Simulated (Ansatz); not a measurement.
# Energy ranking of Ba₅HfO₂ structures

Method: Ansatz 0.2.0, DFT PBE, scalar-relativistic, plane waves, PAW. Settings: cutoff 420 eV, Γ-centred meshes spaced at most about 0.3 Å⁻¹, and about 0.25 Å⁻¹ or finer for metals (2π included), Gaussian smearing. No spin polarisation.

The zero of energy is the elements' standard structures at the same level (O₂ as a molecule); no fitted shifts are applied.

Temperature and zero-point effects are left out. The comparison covers the computed candidates alone. Spin–orbit coupling, which can matter for Hf, is left out.

Invented guesses were relaxed alike, and ends that match in structure were merged. ΔE counts from the first row. Coordination counts Ba or Hf atoms around O (for each partner element, those within 1.25 times its shortest distance or 1.15 times the sum of covalent radii, where it is the nearest in units of that sum or under 1.3). The ends were matched against large subsets of the Crystallography Open Database and the Materials Project, so a missing match doesn't prove that a structure is unreported.

```json
{"#": "1", "reached from": "random cell", "type and space group": "R-3m (No. 166)", "atoms": "8", "Å³/atom": "44.9", "coordination": "O 4", "ΔE (meV/atom)": "0", "gap on mesh (eV)": "0.00", "in databases": "no match"}
{"#": "2", "reached from": "a cell proposed by chemical analogy", "type and space group": "P-3m1 (No. 164)", "atoms": "8", "Å³/atom": "33.2", "coordination": "O 6", "ΔE (meV/atom)": "152", "gap on mesh (eV)": "0.00", "in databases": "no match"}
{"#": "3", "reached from": "a cell proposed by chemical analogy", "type and space group": "P4mm (No. 99)", "atoms": "8", "Å³/atom": "34.4", "coordination": "O 5", "ΔE (meV/atom)": "164", "gap on mesh (eV)": "0.00", "in databases": "no match"}
```

The lowest: Space group R-3m (No. 166), trigonal, a = 8.168 Å, c = 18.648 Å. Ba on a site of symmetry 2/m has 2 O at 2.61 Å, 2 Hf at 3.90 Å, 4 Ba at 4.08 Å and 6 Ba at 4.54–4.70 Å; Ba on a site of symmetry 3m is surrounded by 13 Ba at 4.54–4.96 Å, 3 Hf at 4.78 Å and 4 O at 4.87–5.00 Å; Hf is surrounded by 2 O at 1.98 Å, 6 Ba at 3.90 Å and 6 Ba at 4.78 Å; O is surrounded by 1 Hf at 1.98 Å, 3 Ba at 2.61 Å, 1 O at 3.97 Å and 4 Ba at 4.87–5.00 Å. Its energy over the elements is −1.12 eV/atom. A negative formation energy is needed for stability but isn't enough: competing phases decide. An observed structure of this formula, if there is one, may be missing.

```
Ba Hf O
1.0
     4.08385    2.35781    6.21605
    -4.08385    2.35781    6.21605
     0.00000   -4.71563    6.21605
Ba Hf O
5 1 2
Direct
  0.50000 0.50000 0.00000
  0.00000 0.50000 0.50000
  0.50000 0.00000 0.50000
  0.87477 0.87477 0.87477
  0.12524 0.12524 0.12524
  0.50000 0.50000 0.50000
  0.60639 0.60639 0.60639
  0.39361 0.39361 0.39361
```

The second: Space group P-3m1 (No. 164), trigonal, a = 3.919 Å, c = 19.994 Å. Ba on a site of symmetry -3m is surrounded by 6 O at 2.84 Å and 12 Ba at 3.86–3.92 Å; Ba on a site of symmetry 3m has 3 O at 2.66 Å, 9 Ba at 3.86–3.92 Å, 3 Ba at 4.73 Å and 4 O at 4.74–4.84 Å; Hf is surrounded by 6 Ba at 3.54 Å and 6 Hf at 3.92 Å; around O lie 3 Ba at 2.66 Å and 3 Ba at 2.84 Å; 1 more site not described. Counting Ba or Hf atoms around O, the first has O 4 and the second has O 6. Cells relaxed within their symmetry can be saddle points. Some types were kept out of the candidates beforehand, so the set may lack a known form.
